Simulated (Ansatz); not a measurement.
**Ti in Ansatz: the effect of target pressure**

The system is Ti.

```xyz
2
Lattice="2.9500 0.0000 0.0000 -1.4750 2.5548 0.0000 0.0000 0.0000 4.6800" Properties=species:S:1:pos:R:3 pbc="T T T"
Ti    1.4750    0.8516    3.5100
Ti    0.0000    1.7032    1.1700
```

Alike in all runs:

| Item | Value |
| --- | --- |
| Program | Ansatz 0.2.0 |
| Task | relaxation of cell and atoms |
| Functional | PBEsol |
| Potentials or basis | Ansatz PAW |
| Cutoff | 420 eV (not typed: the program's choice for these potentials) |
| k mesh | 10 × 10 × 6 |
| Occupations | fermi-dirac, width 0.05 eV |
| Spin | no spin polarisation |

Each run relaxes the cell or the atoms first.

```tsv
target pressure	relaxed volume (Å³/atom)
0 GPa	16.73
2 GPa	16.45
5 GPa	16.08
10 GPa	?
20 GPa	14.62
30 GPa	13.90
```

Question: What does the run with target pressure 10 GPa give?

Answer: Relaxed volume 15.53 Å³/atom.

Worked out: In Murnaghan's law V^(-B') rises as a straight line in P. The other rows fit best with B' = 3.2, V0 = 16.73 Å³/atom and B0 = 119 GPa, which gives 15.53 Å³/atom at 10 GPa, against the run's 15.53.

Caveats: the plane-wave basis is chosen anew once the cell has moved, so the energies of steps on either side of that aren't comparable; the PAW data sets come from PBE, with cores solved anew for the run's functional, which leaves a small shift of forces and pressure; the volume moved by over 15 % at a fixed basis, so the end points are rough (some runs).
